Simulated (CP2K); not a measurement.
Runs of CP2K 2026.2 on AlN. The structure is hexagonal, space group P6_3mc (No. 186). The conventional cell has a = 3.113 Å, b = 3.113 Å, c = 4.981 Å, α = 90.00°, β = 90.00°, γ = 120.00°. Al (site symmetry 3m) is surrounded by 4 N at 1.89 Å. N (site symmetry 3m) is surrounded by 4 Al at 1.89 Å. 

```csv
level,cutoff of the non-local correlation (Ry),gap on the mesh (eV),pressure (GPa),largest force (eV/Å)
vdW-DF2,300,4.63,4.6,0.10
AM05,-,4.14,2.5,0.15
PBEsol,-,4.12,(b),0.15
TASK,-,(c),-0.2,0.12
LDA,-,(a),2.5,0.15
revPBE,-,4.29,2.9,0.13
```

Alike in all rows: task band structure; potentials or basis POTENTIAL_UZH Al GTH-PBE-q3, N GTH-PBE-q5; TZVP-MOLOPT-PBE-GTH basis; no spin polarisation; cell as given; k mesh 10 × 10 × 6; smearing fermi-dirac 0.05 eV.

Task: Estimate the missing entries.

Result: (a) 4.13; (b) 2.4; (c) 5.37.

Caveats: the potentials were made for another functional, which shifts forces and pressure; the basis of atomic orbitals isn't converged, which shifts pressures, moduli and gaps.

Runs at the PBE level aren't shown here.
